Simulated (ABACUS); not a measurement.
Here is an ABACUS 3.10.1 calculation.

The input run_abacus.py:

```python
"""ABACUS run from a structure file: ASE reads it, the script writes STRU, KPT and INPUT."""
import re
import subprocess
from ase.io import read
from ase.units import Bohr

atoms = read("POSCAR")
atoms = atoms[(-atoms.numbers).argsort(kind="stable")]  # ABACUS lists atoms element by element
pseudo = {'In': 'In.upf', 'P': 'P.upf'}
orbital = {}
magmoms = None
kmesh = [6, 6, 6]
params = {
    'suffix': 'InP',
    'calculation': 'scf',
    'basis_type': 'pw',
    'pseudo_dir': './',
    'symmetry': 1,
    'dft_functional': 'GGA_X_OPTX+GGA_C_LYP',
    'ecutwfc': 71,
    'pseudo_rcut': 10,
    'nspin': 1,
    'nbands': 19,
    'ks_solver': 'dav',
    'smearing_method': 'fd',
    'smearing_sigma': 0.00367493,
    'scf_thr': 1e-08,
    'scf_nmax': 100,
    'mixing_type': 'broyden',
    'mixing_beta': 0.7,
    'cal_force': 1,
    'cal_stress': 1,
    'out_chg': 1,
    'kpar': 4,
}

symbols = atoms.get_chemical_symbols()
elements = list(dict.fromkeys(symbols))
lines = ["ATOMIC_SPECIES"] + [f"{e} {atoms.get_masses()[symbols.index(e)]:.4f} {pseudo[e]}" for e in elements]
if orbital:
    lines += ["", "NUMERICAL_ORBITAL"] + [orbital[e] for e in elements]
lines += ["", "LATTICE_CONSTANT", f"{1 / Bohr:.10f}", "", "LATTICE_VECTORS"]
lines += [" ".join(f"{x:.10f}" for x in v) for v in atoms.cell]
lines += ["", "ATOMIC_POSITIONS", "Direct"]
for e in elements:
    lines += ["", e, "0.0", str(symbols.count(e))]
    for i, p in enumerate(atoms.get_scaled_positions(wrap=False)):
        if symbols[i] == e:
            mag = "" if magmoms is None else " mag " + " ".join(str(x) for x in (magmoms[i] if isinstance(magmoms[i], list) else [magmoms[i]]))
            lines.append(" ".join(f"{x:.10f}" for x in p) + " 1 1 1" + mag)
open("STRU", "w").write("\n".join(lines) + "\n")
open("KPT", "w").write("K_POINTS\n0\nGamma\n%d %d %d 0 0 0\n" % tuple(kmesh))
open("INPUT", "w").write("INPUT_PARAMETERS\n" + "".join(f"{k:<20s}{v}\n" for k, v in params.items()))

done = subprocess.run(['mpirun', '-np', '4', 'abacus'])
if done.returncode:
    raise SystemExit(done.returncode)
log = open("OUT.InP/running_scf.log").read()
print("final energy (eV):", re.findall(r"FINAL_ETOT_IS (\S+)", log))
```

POSCAR

```
InP
1.0
    0.0000000000      2.9305000000      2.9305000000
    2.9305000000      0.0000000000      2.9305000000
    2.9305000000      2.9305000000      0.0000000000
In P
1 1
Direct
    0.0000000000      0.0000000000      0.0000000000
    0.7500000000      0.7500000000      0.7500000000
```

Potentials or basis: PseudoDojo NC SR 0.5 PBE standard, plane waves.

Run with:

```sh
$ OMP_NUM_THREADS=1 python run_abacus.py > log
```

(1) What does it give for the band gap on the k mesh?

(2) What does it give for the pressure?

## Answers

(1) 1.01 eV, direct.

(2) 4.3 GPa.

Caveat: the potentials were made for another functional, which shifts forces and pressure; spin-orbit coupling is left out, which moves the levels of the heavy elements.

**Measured values to compare with.**

A printed reference work, data compilation reports, for a bulk crystal of InP at 1.6 K: band gap 1.4236 eV (direct).

Against the measured gap of InP, 1.4236 eV (direct; 1.6 K; a printed reference work, data compilation), the calculated 1.01 eV is off by -0.41 eV. Spin-orbit coupling on In is left out. The value is that of OLYP, without temperature or zero-point motion.
